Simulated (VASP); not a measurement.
# Cl: single point with r2SCAN

Crystal: Cl.

```
Cl
1.0
     0.00000    2.46358    2.46358
     2.46358    0.00000    2.46358
     2.46358    2.46358    0.00000
Cl
1
Direct
  0.00000 0.00000 0.00000
```

The cell was built by a generator and needn't be a form met in nature.

```yaml
Program: VASP 6.6.1
Task: single point
Functional: r2SCAN
Potentials_or_basis: VASP PAW PBE potentials, release 64 (Cl)
Cutoff: 520 eV
k_mesh: 6 × 6 × 6
Occupations: gaussian, width 0.1 eV
Spin: no spin polarisation
Dipole_correction: no
Further_INCAR_settings: ALGO = Normal; EDIFF = 1e-07; NBANDS = 10
```

```
Pressure               : -5.3 GPa
Band gap on the k mesh : none (metal or under the smearing width)
```

Levels at points of the mesh, in eV from the Fermi level:
| k point | band 1 | band 2 | band 3 | band 4 | band 5 | band 6 | band 7 | band 8 | band 9 |
| --- | --- | --- | --- | --- | --- | --- | --- | --- | --- |
| (0.00, 0.00, 0.00) | -14.22 | 0.45 | 0.45 | 0.45 | 9.02 | 14.83 | 14.83 | 14.83 | 17.87 |
| (0.50, 0.00, 0.00) | -13.51 | -2.51 | 0.12 | 0.12 | 10.73 | 14.33 | 14.33 | 15.08 | 20.21 |
| (0.50, 0.50, 0.00) | -13.28 | -2.22 | -0.54 | -0.54 | 9.60 | 11.00 | 17.50 | 20.25 | 21.03 |

Wall time 18 s on 1 thread of Intel(R) Xeon(R) Platinum 8488C (Sapphire Rapids), on a shared host, peak memory 0.15 GiB.

Caveat: the k mesh is coarse (spacing up to 0.37 Å⁻¹), so the values aren't converged; the PAW data sets were made with another functional, which shifts forces and pressure a little; an odd number of electrons without spin polarisation forces a metal; a magnetic or distorted state may lie lower.
